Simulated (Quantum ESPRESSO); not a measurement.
# AlN (F-43m) in Quantum ESPRESSO: notebook

The runs below take AlN through single point, equation of state, with r2SCAN.

All numbers are computed with Quantum ESPRESSO 7.5; they aren't measurements. Logs are shortened: lines on timing, memory, paths and dates and some standing lists are left out, and cuts for length are marked.

## 1. Starting point

Symmetry: F-43m, No. 216, cubic system. The conventional cell has a = 4.368 Å, b = 4.368 Å, c = 4.368 Å, α = 90.00°, β = 90.00°, γ = 90.00°. Al (site symmetry -43m) is surrounded by 4 N at 1.89 Å. N (site symmetry -43m) is surrounded by 4 Al at 1.89 Å.

Measurements of this composition are mostly on another form, of space group No. 186.

## 2. Single point, r2SCAN, 9.79 Å³/atom

The input, pw.in:

```
&CONTROL
  calculation = 'scf'
  prefix = 'pwscf'
  outdir = './tmp'
  pseudo_dir = './pseudo'
  tstress = .true.
  disk_io = 'nowf'
/
&SYSTEM
  ibrav = 0
  nat = 2
  ntyp = 2
  ecutwfc = 88
  nbnd = 14
  input_dft = 'r2scan'
  occupations = 'smearing'
  smearing = 'fd'
  degauss = 0.00367493
  nosym = .true.
  nr1 = 36
  nr2 = 36
  nr3 = 36
/
&ELECTRONS
  conv_thr = 1d-08
  electron_maxstep = 120
  mixing_beta = 0.5
/
ATOMIC_SPECIES
Al    26.9815 Al_ONCV_PBE-1.2.upf
N     14.0070 N_ONCV_PBE-1.2.upf
CELL_PARAMETERS angstrom
   0.0000000000    2.1394097525    2.1394097525
   2.1394097525    0.0000000000    2.1394097525
   2.1394097525    2.1394097525    0.0000000000
ATOMIC_POSITIONS crystal
Al     0.0000000000    0.0000000000    0.0000000000
N      0.2500000000    0.2500000000    0.2500000000
K_POINTS automatic
8 8 8 0 0 0
```

Potentials or basis: SG15 PBE 1.2.

On the command line:

```bash
$ OMP_NUM_THREADS=1 mpirun -n 2 pw.x -nk 2 -in pw.in > pw.out
```

pw.out:

```text
This program is part of the open-source Quantum ESPRESSO suite
     for quantum simulation of materials; please cite
         "P. Giannozzi et al., J. Phys.:Condens. Matter 21 395502 (2009);
         "P. Giannozzi et al., J. Phys.:Condens. Matter 29 465901 (2017);
         "P. Giannozzi et al., J. Chem. Phys. 152 154105 (2020);
     in publications or presentations arising from this work. More details at

     IMPORTANT: XC functional enforced from input :
     Exchange-correlation= R2SCAN
                           (   0   0   0   0   0 497 498)
     Any further DFT definition will be discarded
     Please, verify this is what you really want

     K-points division:     npool     =       2
     Subspace diagonalization in iterative solution of the eigenvalue problem:
     a serial algorithm will be used

     G-vector sticks info
     --------------------
     sticks:   dense  smooth     PW     G-vecs:    dense   smooth      PW
     Sum         793     793    253                14649    14649    2637

     Using Slab Decomposition

     bravais-lattice index     =            0
     lattice parameter (alat)  =       5.7175  a.u.
     unit-cell volume          =     132.1626 (a.u.)^3
     number of atoms/cell      =            2
     number of atomic types    =            2
     number of electrons       =        16.00
     number of Kohn-Sham states=           14
     kinetic-energy cutoff     =      88.0000  Ry
     charge density cutoff     =     352.0000  Ry
     scf convergence threshold =      1.0E-08
     mixing beta               =       0.5000
     number of iterations used =            8  plain     mixing
     Exchange-correlation= R2SCAN
                           (   0   0   0   0   0 497 498)

     celldm(1)=   5.717522  celldm(2)=   0.000000  celldm(3)=   0.000000
     celldm(4)=   0.000000  celldm(5)=   0.000000  celldm(6)=   0.000000

     crystal axes: (cart. coord. in units of alat)
               a(1) = (   0.000000   0.707107   0.707107 )
               a(2) = (   0.707107   0.000000   0.707107 )
               a(3) = (   0.707107   0.707107   0.000000 )

     reciprocal axes: (cart. coord. in units 2 pi/alat)
               b(1) = ( -0.707107  0.707107  0.707107 )
               b(2) = (  0.707107 -0.707107  0.707107 )
               b(3) = (  0.707107  0.707107 -0.707107 )

     PseudoPot. # 1 for Al read from file:
     Al_ONCV_PBE-1.2.upf
     Pseudo is Norm-conserving, Zval = 11.0
     Generated using ONCVPSP code by D. R. Hamann
     Using radial grid of  602 points,  4 beta functions with:
                l(1) =   0
                l(2) =   0
                l(3) =   1
                l(4) =   1

     PseudoPot. # 2 for N  read from file:
     N_ONCV_PBE-1.2.upf
     Pseudo is Norm-conserving, Zval =  5.0
     Generated using ONCVPSP code by D. R. Hamann
     Using radial grid of  602 points,  4 beta functions with:
                l(1) =   0
                l(2) =   0
                l(3) =   1
                l(4) =   1

     atomic species   valence    mass     pseudopotential
     Al               11.00    26.98150     Al( 1.00)
     N                 5.00    14.00700     N ( 1.00)

     No symmetry found

   Cartesian axes

     site n.     atom                  positions (alat units)
         1        Al     tau(   1) = (   0.0000000   0.0000000   0.0000000  )
         2        N      tau(   2) = (   0.3535534   0.3535534   0.3535534  )

     number of k points=   260  Fermi-Dirac smearing, width (Ry)=  0.0037

     Number of k-points >= 100: set verbosity='high' to print them.

     Dense  grid:    14649 G-vectors     FFT dimensions: (  36,  36,  36)

     WARNING: libxc functional with ID  497 depends
      on external parameters: check the user_guide of
      QE if you need to modify them or to check their
      default values.

     WARNING: libxc functional with ID  498 depends
      on external parameters: check the user_guide of
      QE if you need to modify them or to check their
      default values.

     Initial potential from superposition of free atoms

     starting charge      15.9159, renormalised to      16.0000
     Starting wfcs are random

     Self-consistent Calculation

     iteration #  1     ecut=    88.00 Ry     beta= 0.50
     Davidson diagonalization with overlap
     ethr =  1.00E-02,  avg # of iterations =  8.2

     total energy              =    -158.45576754 Ry
     estimated scf accuracy    <      40.44401348 Ry

     iteration #  2     ecut=    88.00 Ry     beta= 0.50
     Davidson diagonalization with overlap
     ethr =  1.00E-02,  avg # of iterations =  1.0

     total energy              =    -158.60279667 Ry
     estimated scf accuracy    <       7.79354814 Ry

     iteration #  3     ecut=    88.00 Ry     beta= 0.50
     Davidson diagonalization with overlap
     ethr =  1.00E-02,  avg # of iterations =  1.0

     total energy              =    -158.61122650 Ry
     estimated scf accuracy    <       0.28415180 Ry

     iteration #  4     ecut=    88.00 Ry     beta= 0.50
     Davidson diagonalization with overlap
     ethr =  1.78E-03,  avg # of iterations =  1.0

     total energy              =    -158.61307181 Ry
     estimated scf accuracy    <       0.00131821 Ry

     iteration #  5     ecut=    88.00 Ry     beta= 0.50
     Davidson diagonalization with overlap
     ethr =  8.24E-06,  avg # of iterations =  3.6

     total energy              =    -158.61312103 Ry
     estimated scf accuracy    <       0.00004941 Ry

     iteration #  6     ecut=    88.00 Ry     beta= 0.50
     Davidson diagonalization with overlap
     ethr =  3.09E-07,  avg # of iterations =  2.2

     total energy              =    -158.61312508 Ry
     estimated scf accuracy    <       0.00002302 Ry

     iteration #  7     ecut=    88.00 Ry     beta= 0.50
     Davidson diagonalization with overlap
     ethr =  1.44E-07,  avg # of iterations =  1.0

     total energy              =    -158.61312535 Ry
     estimated scf accuracy    <       0.00000334 Ry

     iteration #  8     ecut=    88.00 Ry     beta= 0.50
     Davidson diagonalization with overlap
     ethr =  2.09E-08,  avg # of iterations =  1.0

     total energy              =    -158.61312536 Ry
     estimated scf accuracy    <       0.00000006 Ry

     iteration #  9     ecut=    88.00 Ry     beta= 0.50
     Davidson diagonalization with overlap
     ethr =  3.63E-10,  avg # of iterations =  1.0

     End of self-consistent calculation

     Number of k-points >= 100: set verbosity='high' to print the bands.

     the Fermi energy is    12.1681 ev

!    total energy              =    -158.61312536 Ry
     estimated scf accuracy    <          3.9E-09 Ry
     smearing contrib. (-TS)   =      -0.00000000 Ry
     internal energy E=F+TS    =    -158.61312536 Ry

     The total energy is F=E-TS. E is the sum of the following terms:
     one-electron contribution =     -81.86128826 Ry
     hartree contribution      =      38.14749429 Ry
     xc contribution           =     -21.20382811 Ry
     ewald contribution        =     -93.69550329 Ry

     convergence has been achieved in   9 iterations

     Computing stress (Cartesian axis) and pressure

          total   stress  (Ry/bohr**3)                   (kbar)     P=      162.01
   0.00110129  -0.00000000   0.00000000          162.01       -0.00        0.00
  -0.00000000   0.00110129  -0.00000000           -0.00      162.01       -0.00
   0.00000000  -0.00000000   0.00110129            0.00       -0.00      162.00

=------------------------------------------------------------------------------=
   JOB DONE.
=------------------------------------------------------------------------------=
```

It took 1.7 min on 2 MPI ranks of Intel Xeon Platinum 8488C (Sapphire Rapids), shared host; peak memory 0.24 GiB.

Results:

```
Free energy            : -2158.0415 eV
Pressure               : 16.2 GPa
Band gap on the k mesh : 3.96 eV, indirect (least direct gap 5.28 eV)
```

Caveat: the potentials were made for another functional, which shifts forces and pressure.

## 3. Single point, r2SCAN, 10.00 Å³/atom

Changes to pw.in since step 2:

```diff
@@ -32,5 +32,5 @@
 CELL_PARAMETERS angstrom
-   0.0000000000    2.1394097525    2.1394097525
-   2.1394097525    0.0000000000    2.1394097525
-   2.1394097525    2.1394097525    0.0000000000
+   0.0000000000    2.1544765148    2.1544765148
+   2.1544765148    0.0000000000    2.1544765148
+   2.1544765148    2.1544765148    0.0000000000
 ATOMIC_POSITIONS crystal
```

Potentials or basis: SG15 PBE 1.2.

On the command line:

```bash
$ OMP_NUM_THREADS=1 mpirun -n 2 pw.x -nk 2 -in pw.in > pw.out
```

It took 1.8 min on 2 MPI ranks of Intel Xeon Platinum 8488C (Sapphire Rapids), shared host; peak memory 0.24 GiB.

It converged, with:

| Quantity | Value |
| --- | --- |
| Free energy | -2158.0765 eV |
| Pressure | 10.7 GPa |
| Band gap on the k mesh | 3.94 eV, indirect (least direct gap 5.08 eV) |

Caveat: the potentials were made for another functional, which shifts forces and pressure.

## 4. Single point, r2SCAN, 10.21 Å³/atom

Changes to pw.in since step 3:

```diff
@@ -32,5 +32,5 @@
 CELL_PARAMETERS angstrom
-   0.0000000000    2.1544765148    2.1544765148
-   2.1544765148    0.0000000000    2.1544765148
-   2.1544765148    2.1544765148    0.0000000000
+   0.0000000000    2.1693354430    2.1693354430
+   2.1693354430    0.0000000000    2.1693354430
+   2.1693354430    2.1693354430    0.0000000000
 ATOMIC_POSITIONS crystal
```

On the command line:

```bash
$ OMP_NUM_THREADS=1 mpirun -n 2 pw.x -nk 2 -in pw.in > pw.out
```

It took 1.8 min on 2 MPI ranks of Intel Xeon Platinum 8488C (Sapphire Rapids), shared host; peak memory 0.24 GiB.

It converged, with:

* Free energy: -2158.0979 eV
* Pressure: 5.8 GPa
* Band gap on the k mesh: 3.93 eV, indirect (least direct gap 4.89 eV)

Caveat: the potentials were made for another functional, which shifts forces and pressure.

## 5. Single point, r2SCAN, 10.42 Å³/atom

Changes to pw.in since step 4:

```diff
@@ -32,5 +32,5 @@
 CELL_PARAMETERS angstrom
-   0.0000000000    2.1693354430    2.1693354430
-   2.1693354430    0.0000000000    2.1693354430
-   2.1693354430    2.1693354430    0.0000000000
+   0.0000000000    2.1839935596    2.1839935596
+   2.1839935596    0.0000000000    2.1839935596
+   2.1839935596    2.1839935596    0.0000000000
 ATOMIC_POSITIONS crystal
```

On the command line:

```bash
$ OMP_NUM_THREADS=1 mpirun -n 2 pw.x -nk 2 -in pw.in > pw.out
```

It took 1.7 min on 2 MPI ranks of Intel Xeon Platinum 8488C (Sapphire Rapids), shared host; peak memory 0.24 GiB.

It converged, with:

```yaml
Free_energy: -2158.1071 eV
Pressure: 1.3 GPa
Band_gap_on_the_k_mesh: 3.91 eV, indirect (least direct gap 4.70 eV)
```

Caveat: the potentials were made for another functional, which shifts forces and pressure.

## 6. Single point, r2SCAN, 10.63 Å³/atom

Changes to pw.in since step 5:

```diff
@@ -32,5 +32,5 @@
 CELL_PARAMETERS angstrom
-   0.0000000000    2.1839935596    2.1839935596
-   2.1839935596    0.0000000000    2.1839935596
-   2.1839935596    2.1839935596    0.0000000000
+   0.0000000000    2.1984575146    2.1984575146
+   2.1984575146    0.0000000000    2.1984575146
+   2.1984575146    2.1984575146    0.0000000000
 ATOMIC_POSITIONS crystal
```

Potentials or basis: SG15 PBE 1.2.

On the command line:

```bash
$ OMP_NUM_THREADS=1 mpirun -n 2 pw.x -nk 2 -in pw.in > pw.out
```

Run time: 97 s. Hardware: 2 MPI ranks of Intel Xeon Platinum 8488C (Sapphire Rapids), shared host; peak memory 0.24 GiB.

It converged, with:

```yaml
Free_energy: -2158.1051 eV
Pressure: -2.8 GPa
Band_gap_on_the_k_mesh: 3.90 eV, indirect (least direct gap 4.52 eV)
```

Caveat: the potentials were made for another functional, which shifts forces and pressure.

## 7. Single point, r2SCAN, 10.83 Å³/atom

Changes to pw.in since step 6:

```diff
@@ -32,5 +32,5 @@
 CELL_PARAMETERS angstrom
-   0.0000000000    2.1984575146    2.1984575146
-   2.1984575146    0.0000000000    2.1984575146
-   2.1984575146    2.1984575146    0.0000000000
+   0.0000000000    2.2127336128    2.2127336128
+   2.2127336128    0.0000000000    2.2127336128
+   2.2127336128    2.2127336128    0.0000000000
 ATOMIC_POSITIONS crystal
```

On the command line:

```bash
$ OMP_NUM_THREADS=1 mpirun -n 2 pw.x -nk 2 -in pw.in > pw.out
```

Wall time 83 s (2 MPI ranks of Intel Xeon Platinum 8488C (Sapphire Rapids), shared host); peak memory 0.24 GiB.

It converged, with:

| Item | Value |
| --- | --- |
| Free energy | -2158.0930 eV |
| Pressure | -6.5 GPa |
| Band gap on the k mesh | 3.88 eV, indirect (least direct gap 4.34 eV) |

Caveat: the potentials were made for another functional, which shifts forces and pressure.

## 8. Single point, r2SCAN, 11.04 Å³/atom

Changes to pw.in since step 7:

```diff
@@ -32,5 +32,5 @@
 CELL_PARAMETERS angstrom
-   0.0000000000    2.2127336128    2.2127336128
-   2.2127336128    0.0000000000    2.2127336128
-   2.2127336128    2.2127336128    0.0000000000
+   0.0000000000    2.2268278375    2.2268278375
+   2.2268278375    0.0000000000    2.2268278375
+   2.2268278375    2.2268278375    0.0000000000
 ATOMIC_POSITIONS crystal
```

On the command line:

```bash
$ OMP_NUM_THREADS=1 mpirun -n 2 pw.x -nk 2 -in pw.in > pw.out
```

It took 81 s on 2 MPI ranks of Intel Xeon Platinum 8488C (Sapphire Rapids), shared host; peak memory 0.24 GiB.

It converged, with:

* Free energy: -2158.0718 eV
* Pressure: -9.8 GPa
* Band gap on the k mesh: 3.86 eV, indirect (least direct gap 4.17 eV)

Caveat: the potentials were made for another functional, which shifts forces and pressure.

## 9. Equation of state, r2SCAN

Potentials or basis: SG15 PBE 1.2.

This step only gathers the single runs of the series.

Results:

```
Equilibrium volume                      : 10.48 Å³/atom
Bulk modulus                            : 209 GPa
Pressure derivative of the bulk modulus : 3.9
```

Energy against volume, from the lowest point:
| volume (Å³/atom) | energy (meV/atom) |
| --- | --- |
| 9.792 | 32.78 |
| 10.001 | 15.29 |
| 10.209 | 4.57 |
| 10.417 | 0.00 |
| 10.626 | 0.99 |
| 10.834 | 7.03 |
| 11.042 | 17.65 |

Caveat: the potentials were made for another functional, which shifts forces and pressure.
